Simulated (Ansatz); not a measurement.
The elements of this relaxed trial crystal are hidden behind letters.

```
lattice vectors (Å)
   3.7045    0.0000    0.0000
   0.0000    3.7045    0.0000
   0.0000    0.0000   15.6843
fractional positions
X 0.0000 0.0000 0.5000
Z 0.0000 0.0000 0.8366
Z 0.5000 0.5000 0.0000
Z 0.0000 0.0000 0.1634
Z 0.5000 0.5000 0.3292
Z 0.5000 0.5000 0.6708
Q 0.0000 0.0000 0.0000
Q 0.5000 0.5000 0.1601
Q 0.0000 0.0000 0.3228
Q 0.5000 0.5000 0.5000
Q 0.0000 0.0000 0.6772
Q 0.5000 0.5000 0.8399
```

Method: DFT PBE, scalar-relativistic, plane waves, PAW (Ansatz). Plane waves to 420 eV, a 10×10×4 mesh through Γ for the 12-atom cell and 0.10 eV Gaussian smearing; no spin polarisation.

| Property | Result |
| --- | --- |
| Space group | P4/mmm (No. 123) |
| Conventional cell | a = 3.705 Å, c = 15.684 Å |
| Volume per atom | 17.94 Å³ |
| Density | 5.01 g/cm³ |
| Formation energy | 0.00 eV/atom |
| Gap on the 10×10×4 mesh of the 12-atom cell | 0 eV (a metal) |

Energies are uncorrected and count from the elements' standard states at the same level.

Question: X is a p-block element of period 5, Z is a p-block element of period 4 and Q is a p-block element of period 3. Which elements are they?

Answer: X = In, Z = Ga, Q = P, so the formula is InGa5P6. Density times volume gives a mean mass of 5.01 × 17.94/1.6605 = 54.1 u per atom, and this set has 54.1 u. In is surrounded by 4 P at 2.62 Å and 2 P at 2.78 Å; Ga on a site of symmetry 4mm has 6 P at 2.50–2.62 Å; around P on a site of symmetry 4/mmm lie 6 Ga at 2.56–2.62 Å; 5 more sites not described. Other sets within the hints have nearly the same mass, so mass alone doesn't settle it; this one was computed.

A structure relaxed within its symmetry needn't be a true minimum. Another cell of InGa5P6 relaxed alike, in P-4m2, lies 0.39 eV/atom lower, so this cell isn't the stable form at this level.
